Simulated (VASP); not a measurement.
# InAs (F-43m) in VASP: relaxation of cell and atoms with PBE

Aim: the relaxation of cell and atoms of InAs with PBE.

All numbers are computed with VASP 6.6.1; they aren't measurements. Logs are shortened: lines on timing, memory, paths and dates and some standing lists are left out, and cuts for length are marked.

### 1 The undisturbed crystal

Symmetry: F-43m, No. 216, cubic system. The conventional cell has a = 6.186 Å, b = 6.186 Å, c = 6.186 Å, α = 90.00°, β = 90.00°, γ = 90.00°. Around In (site symmetry -43m) lie 4 As at 2.68 Å. As (site symmetry -43m) has 4 In at 2.68 Å as nearest neighbours.

### 2 Relaxation of cell and atoms, PBE (cell and atoms relaxed tightly for response)

Input file INCAR:

```
SYSTEM = InAs
  PREC = Accurate
  ENCUT = 600
  EDIFF = 1E-7
  ISMEAR = -1
  SIGMA = 0.15
  LREAL = .False.
  LASPH = .True.
  NELM = 100
  ALGO = Normal
  ISIF = 3
  LWAVE = .False.
  LCHARG = .False.
  GGA = PE
  IBRION = 2
  NSW = 80
  EDIFFG = -0.001
```

Input file KPOINTS:

```
regular mesh
0
Gamma
  12 12 12
  0 0 0
```

Input file POSCAR:

```
InAs
1.0
    0.0000000000      3.0931634716      3.0931634716
    3.0931634716      0.0000000000      3.0931634716
    3.0931634716      3.0931634716      0.0000000000
In As
1 1
Direct
    0.0000000000      0.0000000000      0.0000000000
    0.2500000000      0.2500000000      0.2500000000
```

Potentials or basis: VASP PAW PBE potentials, release 64 (In_d, As).

Started as:

```
$ cat potpaw_PBE.64/In_d/POTCAR potpaw_PBE.64/As/POTCAR > POTCAR
$ mpirun -np 1 vasp_std > vasp.out
```

OUTCAR:

```text
SYSTEM = InAs
   PREC = Accurate
   ENCUT = 600
   EDIFF = 1E-7
   ISMEAR = -1
   LREAL = .False.
   LASPH = .True.
   NELM = 100
   ISIF = 3
   GGA = PE
   IBRION = 2
   NSW = 80
   EDIFFG = -0.001

 ion  position               nearest neighbor table
   1  0.000  0.000  0.000-   2 2.68   2 2.68   2 2.68   2 2.68
   2  0.250  0.250  0.250-   1 2.68   1 2.68   1 2.68   1 2.68

  LATTYP: Found a face centered cubic cell.
 ALAT       =     6.1863269432

  Lattice vectors:

 A1 = (   0.0000000000,   3.0931634716,   3.0931634716)
 A2 = (   3.0931634716,   0.0000000000,   3.0931634716)
 A3 = (   3.0931634716,   3.0931634716,   0.0000000000)

Analysis of symmetry for initial positions (statically):
=====================================================================
 Subroutine PRICEL returns:
 Original cell was already a primitive cell.

 Routine SETGRP: Setting up the symmetry group for a
 face centered cubic supercell.

 Subroutine GETGRP returns: Found 24 space group operations
 (whereof 24 operations were pure point group operations)
 out of a pool of 48 trial point group operations.

The static configuration has the point symmetry T_d .

Analysis of symmetry for dynamics (positions and initial velocities):
=====================================================================
 Subroutine PRICEL returns:
 Original cell was already a primitive cell.

 Routine SETGRP: Setting up the symmetry group for a
 face centered cubic supercell.

 Subroutine GETGRP returns: Found 24 space group operations
 (whereof 24 operations were pure point group operations)
 out of a pool of 48 trial point group operations.

The dynamic configuration has the point symmetry T_d .

 Subroutine INISYM returns: Found 24 space group operations
 (whereof 24 operations are pure point group operations),
 and found     1 'primitive' translations

----------------------------------------------------------------------------------------

                                     Primitive cell

  volume of cell :      59.1887

  direct lattice vectors                    reciprocal lattice vectors
     0.000000000  3.093163472  3.093163472    -0.161646807  0.161646807  0.161646807
     3.093163472  0.000000000  3.093163472     0.161646807 -0.161646807  0.161646807
     3.093163472  3.093163472  0.000000000     0.161646807  0.161646807 -0.161646807

  length of vectors
     4.374393732  4.374393732  4.374393732     0.279980483  0.279980483  0.279980483

  position of ions in fractional coordinates (direct lattice)
     0.000000000  0.000000000  0.000000000
     0.250000000  0.250000000  0.250000000

  ion indices of the primitive-cell ions
   primitive index   ion index
                 1           1
                 2           2

----------------------------------------------------------------------------------------

 KPOINTS: regular mesh

Automatic generation of k-mesh.
 Grid dimensions read from file:
 generate k-points for:   12   12   12

 Generating k-lattice:

  Cartesian coordinates                     Fractional coordinates (reciprocal lattice)
    -0.013470567  0.013470567  0.013470567     0.083333333  0.000000000  0.000000000
     0.013470567 -0.013470567  0.013470567     0.000000000  0.083333333  0.000000000
     0.013470567  0.013470567 -0.013470567     0.000000000  0.000000000  0.083333333

  Length of vectors
     0.023331707  0.023331707  0.023331707

  Shift w.r.t. Gamma in fractional coordinates (k-lattice)
     0.000000000  0.000000000  0.000000000

 Subroutine IBZKPT returns following result:
 ===========================================

 Found     72 irreducible k-points:

 Following reciprocal coordinates:
            Coordinates               Weight
  0.000000  0.000000  0.000000      1.000000
  0.083333  0.000000  0.000000      8.000000
  0.166667  0.000000  0.000000      8.000000
  0.250000  0.000000  0.000000      8.000000
  0.333333  0.000000  0.000000      8.000000
  0.416667  0.000000  0.000000      8.000000
[... 16 lines left out ...]
  0.500000  0.166667  0.000000     24.000000
 -0.416667  0.166667  0.000000     24.000000
 [... further k-points ...]
   k-points           NKPTS =     72   k-points in BZ     NKDIM =     72   number of bands    NBANDS=     13
   number of dos      NEDOS =    301   number of ions     NIONS =      2
   total plane-waves  NPLWV =  46656
   dimension x,y,z NGX =    36 NGY =   36 NGZ =   36
   dimension x,y,z NGXF=    72 NGYF=   72 NGZF=   72
   ions per type =               1   1
   NGX,Y,Z   is equivalent  to a cutoff of  13.68, 13.68, 13.68 a.u.
   NGXF,Y,Z  is equivalent  to a cutoff of  27.36, 27.36, 27.36 a.u.
 SYSTEM =  InAs
   PREC   = accura    normal or accurate (medium, high low for compatibility)
   ISTART =      0    job   : 0-new  1-cont  2-samecut
   ICHARG =      2    charge: 1-file 2-atom 10-const
   ISPIN  =      1    spin polarized calculation?
   LNONCOLLINEAR =      F non collinear calculations
   LSORBIT =      F    spin-orbit coupling
   LASPH  =      T    aspherical Exc in radial PAW
   ENCUT  =  600.0 eV  44.10 Ry    6.64 a.u.   8.74  8.74  8.74*2*pi/ulx,y,z
   NELM   =    100;   NELMIN=  2; NELMDL= -5     # of ELM steps
   EDIFF  = 0.1E-06   stopping-criterion for ELM
   LREAL  =      F    real-space projection
   EDIFFG = -.1E-02   stopping-criterion for IOM
   NSW    =     80    number of steps for IOM
   IBRION =      2    ionic relax: 0-MD 1-quasi-New 2-CG
   NFREE  =      1    steps in history (QN), initial steepest desc. (CG)
   ISIF   =      3    stress and relaxation
   ISYM   =      2    0-nonsym 1-usesym 2-fastsym
   POTIM  = 0.5000    time-step for ionic-motion
   TEBEG  =    0.0;   TEEND  =   0.0 temperature during run
   PSTRESS=    0.0 pullay stress
   NELECT =      18.0000    total number of electrons
   NUPDOWN=      -1.0000    fix difference up-down
   EMIN   =  10.00;   EMAX   =-10.00  energy-range for DOS
   EFERMI =   0.00;   METHOD = LEGACY
   ISMEAR =    -1;   SIGMA  =   0.15  broadening in eV -4-tet -1-fermi 0-gaus
   EFERMI_NEDOS =   21; number of points for ismear=-14 and -15
   IALGO  =     38    algorithm
   IMIX   =      4    mixing-type and parameters
     AMIX     =   0.40;   BMIX     =  1.00
     AMIX_MAG =   1.60;   BMIX_MAG =  1.00
  volume/ion in A,a.u.               =      29.59       199.71
  Fermi-wavevector in a.u.,A,eV,Ry     =   1.100912  2.080423 16.490374  1.212008
  Thomas-Fermi vector in A             =   2.237331
   LORBIT       =      0    0 simple, 1 ext, 2 COOP (PROOUT), +10 PAW based schemes
   GGA     = PE    functional components
   LHFCALC =     F    Hartree Fock is set to
   AEXX    =    0.0000 exact exchange contribution
   IVDW    =     0    specifies the selected vdW correction
   LEPSILON=     F    determine dielectric tensor
   LRPA    =     F    only Hartree local field effects (RPA)
 conjugate gradient relaxation of ions
 non-spin polarized calculation
  energy-cutoff  :      600.00
  volume of cell :       59.19
 maximum number of plane-waves:      1996
   NGX = 17   NGY = 17   NGZ = 17

--------------------------------------- Ionic step        1  -------------------------------------------

 number of electron      17.9999997 magnetization

 Free energy of the ion-electron system (eV)
  ---------------------------------------------------
  ext. energy  EPLUGINS =         0.00000000
  ---------------------------------------------------
  free energy    TOTEN  =        -7.72104256 eV

  energy without entropy =       -7.71655890  energy(sigma->0) =       -7.71880073

------------------------ aborting loop because EDIFF is reached ----------------------------------------

  FORCE on cell =-STRESS in cart. coord.  units (eV):
  Direction    XX          YY          ZZ          XY          YZ          ZX
  --------------------------------------------------------------------------------------
  -------------------------------------------------------------------------------------
  Total        0.0329704      0.0329704      0.0329704     -0.0000000      0.0000000      0.0000000
  in kB        0.8924754      0.8924754      0.8924754     -0.0000000      0.0000000      0.0000000
  external PRESSURE =       0.8924754 kB  Pullay stress =       0.0000000 kB

 VOLUME and BASIS-vectors are now :
 -----------------------------------------------------------------------------
  energy-cutoff  :      600.00
  volume of cell :       59.19
      direct lattice vectors                 reciprocal lattice vectors
     0.000000000  3.093163472  3.093163472    -0.161646807  0.161646807  0.161646807
     3.093163472  0.000000000  3.093163472     0.161646807 -0.161646807  0.161646807
     3.093163472  3.093163472  0.000000000     0.161646807  0.161646807 -0.161646807
[... 37 lines left out ...]
 POSITION                                       TOTAL-FORCE (eV/Angst)
 -----------------------------------------------------------------------------------
     -0.00000      3.09562      3.09562         0.000000     -0.000000      0.000000
      1.54781      1.54781      1.54781        -0.000000      0.000000     -0.000000
 -----------------------------------------------------------------------------------
    total drift:                               -0.000000     -0.000000     -0.000000

  FREE ENERGIE OF THE ION-ELECTRON SYSTEM (eV)
  ---------------------------------------------------
  free  energy   TOTEN  =        -7.7210675888 eV

  energy  without entropy=       -7.7165075863  energy(sigma->0) =       -7.71878759

--------------------------------------- Ionic step        3  -------------------------------------------

 number of electron      17.9999997 magnetization

 Free energy of the ion-electron system (eV)
  ---------------------------------------------------
  ext. energy  EPLUGINS =         0.00000000
  ---------------------------------------------------
  free energy    TOTEN  =        -7.72107088 eV

  energy without entropy =       -7.71653101  energy(sigma->0) =       -7.71880095

 E-fermi :   4.1799     XC(G=0):  -8.7893

 val. band max:        3.8245426059   @ k =   0.0000   0.0000   0.0000
 cond. band min:       4.4451397290   @ k =   0.0833   0.0000   0.0000
 fundamental gap:      0.6205971231
 Fermi energy:         4.1799388784

 k-point     1 :       0.0000    0.0000    0.0000
  band No.  band energies     occupation
      1     -10.4388      2.00000
      2     -10.4388      2.00000
      3     -10.4388      2.00000
      4     -10.3395      2.00000
      5     -10.3395      2.00000
      6      -7.6073      2.00000
      7       3.2742      1.99524
      8       3.8245      1.82891
      9       3.8245      1.82891
     10       3.8245      1.82891
     11       7.6975      0.00000
     12       7.6975      0.00000
     13       7.6975      0.00000

 k-point     2 :       0.0833    0.0000    0.0000
  band No.  band energies     occupation
      1     -10.4455      2.00000
      2     -10.4367      2.00000
      3     -10.4367      2.00000
      4     -10.3396      2.00000
      5     -10.3396      2.00000
      6      -7.5437      2.00000
      7       2.4391      1.99998
      8       3.7438      1.89645
      9       3.7438      1.89645
     10       4.4451      0.29158
     11       7.7085      0.00000
[... 339 lines left out ...]
 k-point    24 :      -0.4167    0.1667    0.0000
  band No.  band energies     occupation
      1     -10.5384      2.00000
      2     -10.4091      2.00000
      3     -10.4048      2.00000
      4     -10.3386      2.00000
      5     -10.3345      2.00000
      6      -6.2147      2.00000
      7      -1.4988      2.00000
      8       1.6348      2.00000
      9       2.6858      1.99991
     10       5.8775      0.00002
     11       8.1366      0.00000
     12       9.1320      0.00000
     13      10.4978      0.00000

 [... further k-points ...]
[... 5 lines left out ...]
  --------------------------------------------------------------------------------------
  -------------------------------------------------------------------------------------
  Total        0.0014635      0.0014635      0.0014635      0.0000000      0.0000000      0.0000000
  in kB        0.0395456      0.0395456      0.0395456      0.0000000      0.0000000      0.0000000
  external PRESSURE =       0.0395456 kB  Pullay stress =       0.0000000 kB

 VOLUME and BASIS-vectors are now :
 -----------------------------------------------------------------------------
  energy-cutoff  :      600.00
  volume of cell :       59.29
      direct lattice vectors                 reciprocal lattice vectors
    -0.000000000  3.094981353  3.094981353    -0.161551862  0.161551862  0.161551862
     3.094981353  0.000000000  3.094981353     0.161551862 -0.161551862  0.161551862
     3.094981353  3.094981353  0.000000000     0.161551862  0.161551862 -0.161551862

 POSITION                                       TOTAL-FORCE (eV/Angst)
 -----------------------------------------------------------------------------------
      0.00000      0.00000      0.00000        -0.000000     -0.000000     -0.000000
      1.54749      1.54749      1.54749         0.000000      0.000000      0.000000
 -----------------------------------------------------------------------------------
    total drift:                               -0.000000     -0.000000     -0.000000

  FREE ENERGIE OF THE ION-ELECTRON SYSTEM (eV)
  ---------------------------------------------------
  free  energy   TOTEN  =        -7.7210708843 eV

  energy  without entropy=       -7.7165310104  energy(sigma->0) =       -7.71880095

 reached required accuracy - stopping structural energy minimisation
```

Wall time 67 s (1 thread of Intel Xeon 6975P-C (Granite Rapids), shared host); peak memory 0.26 GiB.

Results:

```yaml
Free_energy: -7.7211 eV
Relaxed_volume: 29.65 Å³/atom
Relaxed_cell: a = 4.377 Å, b = 4.377 Å, c = 4.377 Å, α = 60.00°, β = 60.00°, γ = 60.00°
Space_group_after_relaxing_to_0.05_Å: F-43m (No. 216)
Energy_gained_by_relaxing: 0.0 meV/atom
Ionic_steps: 3
Pressure_after_relaxing: 0.0 GPa
Band_gap_on_the_k_mesh: none (metal or under the smearing width)
```

Final structure:
```xyz
2
Lattice="0.0000 3.0950 3.0950 3.0950 0.0000 3.0950 3.0950 3.0950 0.0000" Properties=species:S:1:pos:R:3 pbc="T T T"
In    0.0000    0.0000    0.0000
As    1.5475    1.5475    1.5475
```

Levels at points of the mesh, in eV from the Fermi level:
```tsv
k point	band 7	band 8	band 9	band 10	band 11	band 12
(0.00, 0.00, 0.00)	-0.91	-0.36	-0.36	-0.36	3.52	3.52
(0.50, 0.00, 0.00)	-5.78	-1.25	-1.25	0.45	4.28	4.28
(0.50, 0.50, 0.00)	-5.90	-2.45	-2.45	1.30	1.68	8.39
```
